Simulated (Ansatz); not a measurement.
A run of Ansatz 0.2.0:

File input.yaml:

```yaml
crystal:
  lattice:
    - [3.1841260822, 0.0, 0.0]
    - [-1.5920630411, 2.757534076, 0.0]
    - [0.0, 0.0, 17.33459995]
  atoms:
    - { symbol: Mo, position: [0.0, 0.0, 0.0] }
    - { symbol: S, position: [0.3333333333, 0.6666666667, 0.91050702] }
    - { symbol: S, position: [0.3333333333, 0.6666666667, 0.08949298] }
hamiltonian:
  xc: pbesol
  pseudopotentials: { kind: paw }
  hubbard: { sites: [{ species: Mo, l: d, u_eff: 4.0 }] }
kpoints:
  mp_grid: { grid: [10, 10, 2] }
scf:
  occupations: { method: fermi_dirac, width: 0.05 }
output:
  forces: true
  stress: true
  eigenvalues: true
relax:
  f_tol: 0.01
  max_steps: 40
  cell: { stress_tol: 0.05 }
```

Potentials or basis: Ansatz PAW.

Launch:

```sh
$ ansatz run input.yaml --threads 2 --pin off --max-ram 5632MiB --backend cpu --events-out ev --progress --plain --runs-dir out
```

Hardware: 2 threads of Arm Neoverse V1, with other jobs on the host.

Q: How long does it take, and how much memory?

A: It took 20 s on 2 threads of Arm Neoverse V1, on a shared host, peak memory 0.42 GiB. Counts: scf iterations 31, plane waves 2865, k points 28, bands 17, ion steps 4.
